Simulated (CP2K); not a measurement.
# Ta (Im-3m) in CP2K: further runs

One crystal, Ta, is run at these levels: r2SCAN; tasks: single point, equation of state.

Everything below comes from runs of CP2K 2026.2. Logs are shortened: lines on timing, memory, paths and dates and some standing lists are left out, and cuts for length are marked.

**The experiment to reproduce.**

“Pressure effects on the electronic structure and superconductivity of (TaNb)0.67(HfZrTi)0.33 high entropy alloy”, 2019, arxiv:1910.08312 quotes, for a bulk crystal of Ta: bulk modulus 194 GPa.

How close the calculation comes is told below.

## 1. The structure

The structure is cubic, space group Im-3m (No. 229). Conventional cell: a = 3.303 Å, b = 3.303 Å, c = 3.303 Å, α = 90.00°, β = 90.00°, γ = 90.00°. Around Ta (site symmetry m-3m) lie 8 Ta at 2.86 Å.

## 2. Single point, r2SCAN, 18.01 Å³/atom

ta_eos.inp

```
&GLOBAL
  PROJECT ta_eos
  RUN_TYPE ENERGY_FORCE
  PRINT_LEVEL LOW
&END GLOBAL
&FORCE_EVAL
  METHOD QS
  STRESS_TENSOR ANALYTICAL
  &DFT
    BASIS_SET_FILE_NAME BASIS_MOLOPT_UZH
    POTENTIAL_FILE_NAME POTENTIAL_UZH
    &MGRID
      CUTOFF 675
      REL_CUTOFF 60
      NGRIDS 4
    &END MGRID
    &QS
      METHOD GPW
      EPS_DEFAULT 1.0E-10
    &END QS
    &KPOINTS
      SCHEME MONKHORST-PACK 11 11 11
      GAMMA_CENTERED T
      SYMMETRY T
      SYMMETRY_BACKEND SPGLIB
    &END KPOINTS
    &SCF
      SCF_GUESS ATOMIC
      EPS_SCF 1.0E-6
      MAX_SCF 100
      ADDED_MOS 11
      CHOLESKY OFF
      EPS_EIGVAL 1.0E-7
      &DIAGONALIZATION ON
        ALGORITHM STANDARD
      &END DIAGONALIZATION
      &MIXING ON
        METHOD BROYDEN_MIXING
        ALPHA 0.4
        BETA 1.5
        NBUFFER 8
      &END MIXING
      &SMEAR ON
        METHOD FERMI_DIRAC
        ELECTRONIC_TEMPERATURE 300.56
      &END SMEAR
    &END SCF
    &XC
      &XC_FUNCTIONAL
        &MGGA_X_R2SCAN
        &END MGGA_X_R2SCAN
        &MGGA_C_R2SCAN
        &END MGGA_C_R2SCAN
      &END XC_FUNCTIONAL
    &END XC
    &PRINT
      &KPOINTS ON
      &END KPOINTS
      &MULLIKEN ON
      &END MULLIKEN
      &MO ON
        ENERGIES T
        OCCUPATION_NUMBERS T
        &EACH
          QS_SCF 0
        &END EACH
        ADD_LAST NUMERIC
      &END MO
    &END PRINT
  &END DFT
  &SUBSYS
    &CELL
      A 2.8601008575 0.0000000000 0.0000000000
      B -0.9533669525 2.6965289483 0.0000000000
      C -0.9533669525 -1.3482644742 2.3352625713
      PERIODIC XYZ
    &END CELL
    &COORD
      SCALED
      Ta  0.0000000000 0.0000000000 0.0000000000
    &END COORD
    &KIND Ta
      BASIS_SET TZVP-MOLOPT-SCAN-GTH-q13
      POTENTIAL GTH-SCAN-q13
    &END KIND
    &PRINT
      &ATOMIC_COORDINATES ON
      &END ATOMIC_COORDINATES
      &CELL ON
      &END CELL
      &SYMMETRY ON
      &END SYMMETRY
    &END PRINT
  &END SUBSYS
  &PRINT
    &FORCES ON
    &END FORCES
    &STRESS_TENSOR ON
    &END STRESS_TENSOR
  &END PRINT
&END FORCE_EVAL
```

Potentials or basis: POTENTIAL_UZH Ta GTH-SCAN-q13; TZVP-MOLOPT-SCAN-GTH basis.

Started as:

```bash
$ OMP_NUM_THREADS=1 cp2k.psmp -i ta_eos.inp -o ta_eos.out
```

ta_eos.out:

```text

 CP2K| version string:                                       CP2K version 2026.2
 CP2K| Input file name                                                ta_eos.inp

 GLOBAL| Force Environment number                                              1
 GLOBAL| Basis set file name                                    BASIS_MOLOPT_UZH
 GLOBAL| Potential file name                                       POTENTIAL_UZH
 GLOBAL| MM Potential file name                                     MM_POTENTIAL
 GLOBAL| Coordinate file name                                      __STD_INPUT__
 GLOBAL| Method name                                                        CP2K
 GLOBAL| Project name                                                     ta_eos
 GLOBAL| Run type                                                   ENERGY_FORCE
 GLOBAL| FFT library                                                       FFTW3
[... 6 lines left out ...]
 GLOBAL| Total number of message passing processes                             1
 GLOBAL| Number of threads for this process                                    1
 GLOBAL| CPU model name                                            AMD EPYC 7R32

 CELL| Volume [angstrom^3]:                                            18.010350
 CELL| Vector a [angstrom]:       2.860     0.000     0.000   |a| =     2.860101
 CELL| Vector b [angstrom]:      -0.953     2.697     0.000   |b| =     2.860101
 CELL| Vector c [angstrom]:      -0.953    -1.348     2.335   |c| =     2.860101
 CELL| Angle (b,c), alpha [degree]:                                   109.471221
 CELL| Angle (a,c), beta  [degree]:                                   109.471221
 CELL| Angle (a,b), gamma [degree]:                                   109.471221
 CELL| Numerically orthorhombic:                                              NO
 CELL| Periodicity                                                           XYZ

 CELL_REF| Volume [angstrom^3]:                                        18.010350
 CELL_REF| Vector a [angstrom     2.860     0.000     0.000   |a| =     2.860101
 CELL_REF| Vector b [angstrom    -0.953     2.697     0.000   |b| =     2.860101
 CELL_REF| Vector c [angstrom    -0.953    -1.348     2.335   |c| =     2.860101
 CELL_REF| Angle (b,c), alpha [degree]:                               109.471221
 CELL_REF| Angle (a,c), beta  [degree]:                               109.471221
 CELL_REF| Angle (a,b), gamma [degree]:                               109.471221
 CELL_REF| Numerically orthorhombic:                                          NO
 CELL_REF| Periodicity                                                       XYZ
[... 9 lines left out ...]
 TOTAL NUMBERS AND MAXIMUM NUMBERS

  Total number of            - Atomic kinds:                                   1
                             - Atoms:                                          1
                             - Shell sets:                                     1
                             - Shells:                                        11
                             - Primitive Cartesian functions:                  6
                             - Cartesian basis functions:                     41
                             - Spherical basis functions:                     35

  Maximum angular momentum of- Orbital basis functions:                        3
                             - Local part of the GTH pseudopotential:          2
                             - Non-local part of the GTH pseudopotential:      4

 MODULE QUICKSTEP: ATOMIC COORDINATES IN ANGSTROM

   Atom Kind Element         X             Y             Z       Z(eff)     Mass
      1    1 Ta   73      0.000000      0.000000      0.000000  13.0000 180.9479

 Crystal Symmetry Information
       International Symbol:                                               Im-3m
       Point Group Symbol:                                                  m-3m
       Schoenflies Symbol:                                                  Oh^9
       Number of Symmetry Operations:                                         48

 SCF PARAMETERS         Density guess:                                    ATOMIC
                        --------------------------------------------------------
                        max_scf:                                             100
                        max_scf_history:                                       0
                        max_diis:                                              4
[... 5 lines left out ...]
                        --------------------------------------------------------
                        level_shift [a.u.]:                             0.000000
                        added MOs                                        11    0
                        --------------------------------------------------------
                        Mixing method:                            BROYDEN_MIXING
[... 31 lines left out ...]
 [... further k-points ...]
 *******************************************************************************

 Extrapolation method: initial_guess

 Number of electrons:                                                         13
 Number of occupied orbitals:                                                  7
 Number of molecular orbitals:                                                18

 Number of orbital functions:                                                 35
 Number of independent orbital functions:                                     35

 SCF WAVEFUNCTION OPTIMIZATION

  Step     Update method      Time    Convergence         Total energy    Change
  ------------------------------------------------------------------------------
     1 NoMix/Diag. 0.40E+00   13.0     1.39714501       -58.4704212332 -5.85E+01
     2 Broy./Diag. 0.40E+00   14.3     0.01179731       -58.4584323372  1.20E-02
     3 Broy./Diag. 0.40E+00   14.2     0.02849619       -58.1616329125  2.97E-01
     4 Broy./Diag. 0.40E+00   14.2     0.01080387       -58.0096879740  1.52E-01
     5 Broy./Diag. 0.40E+00   14.2     0.00304300       -58.0238256959 -1.41E-02
     6 Broy./Diag. 0.40E+00   14.1     0.00016692       -58.0232995246  5.26E-04
     7 Broy./Diag. 0.40E+00   14.1     0.00025171       -58.0235904007 -2.91E-04
     8 Broy./Diag. 0.40E+00   14.1     0.00006067       -58.0234238311  1.67E-04
     9 Broy./Diag. 0.40E+00   14.1     0.00000230       -58.0233709892  5.28E-05
    10 Broy./Diag. 0.40E+00   14.5     0.00000236       -58.0233716667 -6.78E-07
    11 Broy./Diag. 0.40E+00   14.2     0.00000036       -58.0233722578 -5.91E-07

  *** SCF run converged in    11 steps ***

  Electronic density on regular grids:        -13.0000000001       -0.0000000001
  Core density on regular grids:               12.9999999986       -0.0000000014
  Total charge density on r-space grids:       -0.0000000015
  Total charge density g-space grids:          -0.0000000015

  Overlap energy of the core charge distribution:               0.00000000071613
  Self energy of the core charge distribution:                -85.90240102358594
  Core Hamiltonian energy:                                     18.64036581326233
  Hartree energy:                                              16.09411513284407
  Exchange-correlation energy:                                 -6.85542034673087
  Electronic entropic energy:                                  -0.00003183437329
  Fermi energy:                                                 0.46692743534335

  Total energy:                                               -58.02337225779993
  Total energy (extrapolated to T->0):                        -58.02335634061329

 MO| EIGENVALUES AND OCCUPATION NUMBERS FOR K POINT 1
 MO|
 MO|  Index      Eigenvalue [a.u.]        Eigenvalue [eV]             Occupation
 MO|      1              -2.007348             -54.622703               2.000000
 MO|      2              -0.793664             -21.596707               2.000000
 MO|      3              -0.793664             -21.596706               2.000000
 MO|      4              -0.788255             -21.449515               2.000000
 MO|      5               0.335100               9.118541               2.000000
 MO|      6               0.335100               9.118541               2.000000
[... 10 lines left out ...]
 MO|     17               1.793209              48.795710               0.000000
 MO|     18               1.915063              52.111512               0.000000
[... 297 lines left out ...]
 MO|      4              -0.779460             -21.210192               2.000000
 MO|      5               0.355653               9.677803               2.000000
 MO|      6               0.382026              10.395447               2.000000
[... 10 lines left out ...]
 MO|     17               1.649545              44.886404               0.000000
 MO|     18               1.765659              48.046035               0.000000
 MO| Sum:                                                              12.000000
 MO| E(Fermi):            0.466927 a.u.         12.705742 eV

 [... the levels of further k-points ...]

 !-----------------------------------------------------------------------------!
                     Mulliken Population Analysis

 #  Atom  Element  Kind  Atomic population                           Net charge
       1     Ta       1         13.000000                             -0.000000
 # Total charge                             13.000000                 -0.000000

 !-----------------------------------------------------------------------------!

 ENERGY| Total FORCE_EVAL ( QS ) energy [hartree]            -58.023372548524776

 FORCES| Atomic forces [hartree/bohr]
 FORCES|   Atom     x               y               z               |f|
 FORCES|      1 -1.08936881E-14  6.99714518E-14  4.09579229E-14   8.18060386E-14
 FORCES| Sum    -1.08936881E-14  6.99714518E-14  4.09579229E-14
 FORCES| Total atomic force                                       8.18060386E-14

 STRESS| Analytical stress tensor [bar]
 STRESS|                        x                   y                   z
 STRESS|      x       -4.89676721235E+04  -2.06962995680E-01  -1.58301559369E-01
 STRESS|      y       -2.06962995680E-01  -4.89682896336E+04  -2.12117249114E-01
 STRESS|      z       -1.58301559369E-01  -2.12117249114E-01  -4.89690744867E+04
 STRESS| 1/3 Trace                                            -4.89683454146E+04
 STRESS| Determinant                                          -1.17421139256E+14

 STRESS| Eigenvectors and eigenvalues of the analytical stress tensor [bar]
 STRESS|                        1                   2                   3
 STRESS| Eigenvalues  -4.89691567864E+04  -4.89682760811E+04  -4.89676033763E+04
 STRESS|      x           0.138841310307      0.240168224964      0.960750911668
 STRESS|      y           0.266448718321      0.925313440907     -0.269814967304
 STRESS|      z           0.953796713696     -0.293452312640     -0.064479214857
```

It took 3.9 min on 1 thread of AMD EPYC 7R32 (Zen 2), shared host; peak memory 0.35 GiB.

Results:

| Item | Value |
| --- | --- |
| Free energy | -1578.8963 eV |
| Pressure | -4.9 GPa |
| Band gap on the k mesh | none (metal or under the smearing width) |

Caveat: the basis of atomic orbitals isn't converged, which shifts pressures, moduli and gaps.

## 3. Single point, r2SCAN, 17.65 Å³/atom (volume scaled by 0.98)

Edit ta_eos.inp of step 2 so:

```diff
@@ -11,2 +11,3 @@
     POTENTIAL_FILE_NAME POTENTIAL_UZH
+    WFN_RESTART_FILE_NAME previous-RESTART.kp
     &MGRID
@@ -27,3 +28,3 @@
     &SCF
-      SCF_GUESS ATOMIC
+      SCF_GUESS RESTART
       EPS_SCF 1.0E-6
@@ -72,5 +73,5 @@
     &CELL
-      A 2.8601008575 0.0000000000 0.0000000000
-      B -0.9533669525 2.6965289483 0.0000000000
-      C -0.9533669525 -1.3482644742 2.3352625713
+      A 2.8409049713 0.0000000000 0.0000000000
+      B -0.9469683238 2.6784308933 0.0000000000
+      C -0.9469683238 -1.3392154467 2.3195891959
       PERIODIC XYZ
```

Potentials or basis: POTENTIAL_UZH Ta GTH-SCAN-q13; TZVP-MOLOPT-SCAN-GTH basis.

Started as:

```bash
$ OMP_NUM_THREADS=1 cp2k.psmp -i ta_eos.inp -o ta_eos.out
```

It took 3.5 min on 1 thread of AMD EPYC 7R32 (Zen 2), shared host; peak memory 0.35 GiB.

It converged, with:

- Free energy: -1578.9027 eV
- Pressure: -0.8 GPa
- Band gap on the k mesh: none (metal or under the smearing width)

Caveat: the basis of atomic orbitals isn't converged, which shifts pressures, moduli and gaps.

## 4. Single point, r2SCAN, 18.37 Å³/atom (volume scaled by 1.02)

Edit ta_eos.inp of step 3 so:

```diff
@@ -73,5 +73,5 @@
     &CELL
-      A 2.8409049713 0.0000000000 0.0000000000
-      B -0.9469683238 2.6784308933 0.0000000000
-      C -0.9469683238 -1.3392154467 2.3195891959
+      A 2.8790424748 0.0000000000 0.0000000000
+      B -0.9596808249 2.7143872763 0.0000000000
+      C -0.9596808249 -1.3571936382 2.3507283371
       PERIODIC XYZ
```

Started as:

```bash
$ OMP_NUM_THREADS=1 cp2k.psmp -i ta_eos.inp -o ta_eos.out
```

It took 3.4 min on 1 thread of AMD EPYC 7R32 (Zen 2), shared host; peak memory 0.35 GiB.

Results (log left out):

```
Free energy            : -1578.8811 eV
Pressure               : -8.5 GPa
Band gap on the k mesh : none (metal or under the smearing width)
```

Caveat: the basis of atomic orbitals isn't converged, which shifts pressures, moduli and gaps.

## 5. Single point, r2SCAN, 17.29 Å³/atom (volume scaled by 0.96)

Edit ta_eos.inp of step 4 so:

```diff
@@ -73,5 +73,5 @@
     &CELL
-      A 2.8790424748 0.0000000000 0.0000000000
-      B -0.9596808249 2.7143872763 0.0000000000
-      C -0.9596808249 -1.3571936382 2.3507283371
+      A 2.8214461074 0.0000000000 0.0000000000
+      B -0.9404820358 2.6600849004 0.0000000000
+      C -0.9404820358 -1.3300424503 2.3037011000
       PERIODIC XYZ
```

Started as:

```bash
$ OMP_NUM_THREADS=1 cp2k.psmp -i ta_eos.inp -o ta_eos.out
```

It took 3.6 min on 1 thread of AMD EPYC 7R32 (Zen 2), shared host; peak memory 0.35 GiB.

It converged, with:

| Quantity | Value |
| --- | --- |
| Free energy | -1578.8994 eV |
| Pressure | 3.8 GPa |
| Band gap on the k mesh | none (metal or under the smearing width) |

Caveat: the basis of atomic orbitals isn't converged, which shifts pressures, moduli and gaps.

## 6. Single point, r2SCAN, 18.73 Å³/atom (volume scaled by 1.04)

Edit ta_eos.inp of step 5 so:

```diff
@@ -73,5 +73,5 @@
     &CELL
-      A 2.8214461074 0.0000000000 0.0000000000
-      B -0.9404820358 2.6600849004 0.0000000000
-      C -0.9404820358 -1.3300424503 2.3037011000
+      A 2.8977380797 0.0000000000 0.0000000000
+      B -0.9659126932 2.7320136616 0.0000000000
+      C -0.9659126932 -1.3660068309 2.3659932345
       PERIODIC XYZ
```

Potentials or basis: POTENTIAL_UZH Ta GTH-SCAN-q13; TZVP-MOLOPT-SCAN-GTH basis.

Started as:

```bash
$ OMP_NUM_THREADS=1 cp2k.psmp -i ta_eos.inp -o ta_eos.out
```

Run time: 3.4 min. Hardware: 1 thread of AMD EPYC 7R32 (Zen 2), shared host; peak memory 0.34 GiB.

The run converged. Its results:

- Free energy: -1578.8583 eV
- Pressure: -11.7 GPa
- Band gap on the k mesh: none (metal or under the smearing width)

Caveat: the basis of atomic orbitals isn't converged, which shifts pressures, moduli and gaps.

## 7. Single point, r2SCAN, 16.93 Å³/atom (volume scaled by 0.94)

Edit ta_eos.inp of step 6 so:

```diff
@@ -73,5 +73,5 @@
     &CELL
-      A 2.8977380797 0.0000000000 0.0000000000
-      B -0.9659126932 2.7320136616 0.0000000000
-      C -0.9659126932 -1.3660068309 2.3659932345
+      A 2.8017150695 0.0000000000 0.0000000000
+      B -0.9339050232 2.6414822995 0.0000000000
+      C -0.9339050232 -1.3207411498 2.2875907750
       PERIODIC XYZ
```

Started as:

```bash
$ OMP_NUM_THREADS=1 cp2k.psmp -i ta_eos.inp -o ta_eos.out
```

Wall time 3.9 min (1 thread of AMD EPYC 7R32 (Zen 2), shared host); peak memory 0.35 GiB.

Results (log left out):

```
Free energy            : -1578.8852 eV
Pressure               : 8.9 GPa
Band gap on the k mesh : none (metal or under the smearing width)
```

Caveat: the basis of atomic orbitals isn't converged, which shifts pressures, moduli and gaps.

## 8. Single point, r2SCAN, 19.09 Å³/atom (volume scaled by 1.06)

Edit ta_eos.inp of step 7 so:

```diff
@@ -73,5 +73,5 @@
     &CELL
-      A 2.8017150695 0.0000000000 0.0000000000
-      B -0.9339050232 2.6414822995 0.0000000000
-      C -0.9339050232 -1.3207411498 2.2875907750
+      A 2.9161955077 0.0000000000 0.0000000000
+      B -0.9720651692 2.7494154917 0.0000000000
+      C -0.9720651692 -1.3747077459 2.3810636614
       PERIODIC XYZ
```

Started as:

```bash
$ OMP_NUM_THREADS=1 cp2k.psmp -i ta_eos.inp -o ta_eos.out
```

It took 3.3 min on 1 thread of AMD EPYC 7R32 (Zen 2), shared host; peak memory 0.35 GiB.

The run converged. Its results:

| Quantity | Value |
| --- | --- |
| Free energy | -1578.8289 eV |
| Pressure | -14.5 GPa |
| Band gap on the k mesh | none (metal or under the smearing width) |

Caveat: the basis of atomic orbitals isn't converged, which shifts pressures, moduli and gaps.

## 9. Equation of state, r2SCAN

Potentials or basis: POTENTIAL_UZH Ta GTH-SCAN-q13; TZVP-MOLOPT-SCAN-GTH basis.

This step only gathers the single runs of the series.

Results:

* Equilibrium volume: 17.58 Å³/atom
* Bulk modulus: 216 GPa
* Pressure derivative of the bulk modulus: 5.0

Energy against volume, from the lowest point:
```
volume (Å³/atom)  energy (meV/atom)
          16.930              17.57
          17.290               3.33
          17.650               0.00
          18.010               6.47
          18.371              21.64
          18.731              44.41
          19.091              73.84
```

Caveat: the basis of atomic orbitals isn't converged, which shifts pressures, moduli and gaps. Spin-orbit coupling is left out, which matters for the levels of Ta.

## 10. Against experiment

Step 9. Measured bulk modulus of Ta: 194 GPa (quoted in “Pressure effects on the electronic structure and superconductivity of (TaNb)0.67(HfZrTi)0.33 high entropy alloy”, 2019, arxiv:1910.08312). This calculation gives 216 GPa (+11.6 %). The fit is for a static lattice scaled at fixed shape and fixed fractional positions.
